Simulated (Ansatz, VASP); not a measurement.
## Re in VASP and in Ansatz

```
CELL_PARAMETERS angstrom
2.73830 0.00000 0.00000
-1.36915 2.37144 0.00000
0.00000 0.00000 4.41458
ATOMIC_POSITIONS crystal
Re 0.33333 0.66667 0.25000
Re 0.66667 0.33333 0.75000
```

Alike in both runs: functional LDA; k mesh 17 × 17 × 9; occupations fermi-dirac, width 0.05 eV; no spin polarisation.

Ansatz relaxed the structure, and its values are those at the end. VASP's run is a single point on that final structure, the one shown.

```csv
,VASP,Ansatz
version,VASP 6.6.1,Ansatz 0.2.0
potentials or method,"VASP PAW LDA potentials, release 64 (Re), cutoff 520 eV","all-electron LAPW, scalar-relativistic"
```

|  | VASP | Ansatz | Ansatz less VASP |
| --- | --- | --- | --- |
| pressure (GPa) | 1.5 | 0.0 | -1.50 |

Ansatz ran all-electron here, so the differences hold the error of VASP's frozen core and of both bases.

Spin-orbit coupling is left out, which matters for the levels of Re.
